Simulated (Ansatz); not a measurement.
Computed with Ansatz on PBE0-D4/def2-TZVP structures; ΔE is electronic, products minus reactants. CCSD(T)/CBS adds triple-zeta CCSD(T) − MP2 to the extrapolated MP2 energy (def2 sets, frozen cores). Functionals use def2-TZVPP. B3LYP here is the variant with VWN-RPA as its local correlation; programs differ in this. HSE06 is defined as in plane-wave codes. For Ge outer-core shells are correlated without core-valence functions, which leaves a few kJ/mol of doubt a bond. Scalar relativity is left out up to krypton. One conformer a species, not always the lowest.

Reaction (ligand exchange at a Ge–O bond): `CC(=O)[O][GeH3]` + CH₃NH₂ → `C[NH][GeH3]` + `CC(=O)O`

```tsv
level	ΔE (kJ/mol)	difference from CCSD(T)/CBS
LDA (SPW92)	28.4	-6.1
revPBE-D4	32.1	-2.4
BLYP-D4	36.0	1.5
r2SCAN-D4	35.8	1.3
B97M-V	38.7	4.2
PBE0-D4	32.0	-2.5
B3LYP-D4	36.0	1.5
r2SCANh-D4	35.3	0.8
r2SCAN0-D4	34.7	0.2
BHLYP-D4	37.7	3.2
CAM-B3LYP-D4	36.2	1.7
ωB97X-V	36.0	1.5
ωB97M-V	35.7	1.2
PBE-QIDH	33.8	-0.7
PBE	31.3	-3.2
revPBE	31.1	-3.4
BLYP	35.1	0.6
r2SCAN	35.5	1.0
PBE0	31.4	-3.1
B3LYP	35.1	0.6
r2SCANh	35.0	0.5
r2SCAN0	34.4	-0.1
HSE06	31.2	-3.3
BHLYP	36.8	2.3
CAM-B3LYP	35.5	1.0
LC-ωPBE	32.6	-1.9
RPA@PBE/def2-TZVPP	37.4	2.9
HF/def2-SVP	36.3	1.8
MP2/def2-SVP	32.4	-2.1
CCSD/def2-SVP	33.3	-1.2
MP2/def2-TZVPP	34.9	0.4
SCS-MP2/def2-TZVPP	36.7	2.2
CCSD/def2-TZVPP	35.5	1.0
CCSD(T)/def2-TZVPP	36.1	1.6
HF/def2-QZVPP	40.2	5.7
MP2/def2-QZVPP	34.3	-0.2
SCS-MP2/def2-QZVPP	36.1	1.6
HF/CBS(def2)	40.3	5.8
MP2/CBS(def2)	33.4	-1.1
CCSD/CBS(def2)	33.9	-0.6
CCSD(T)/CBS	34.5	0
```

Largest T1 diagnostic among the species: 0.015.

Leaving LDA and LC-ωPBE aside and taking each functional with its dispersion term where it has one, the values, not all of them listed here, spread over 6.9 kJ/mol, from HSE06-D4 to B97M-V. In def2-TZVPP, CCSD(T) changes the Hartree–Fock value by −3.2 kJ/mol (the triples alone add +0.6 kJ/mol) and MP2 by −4.4 kJ/mol.

CCSD(T)/CBS has its own doubt, a few kJ/mol and more with outer-core shells, so smaller differences from it don't rank the levels.
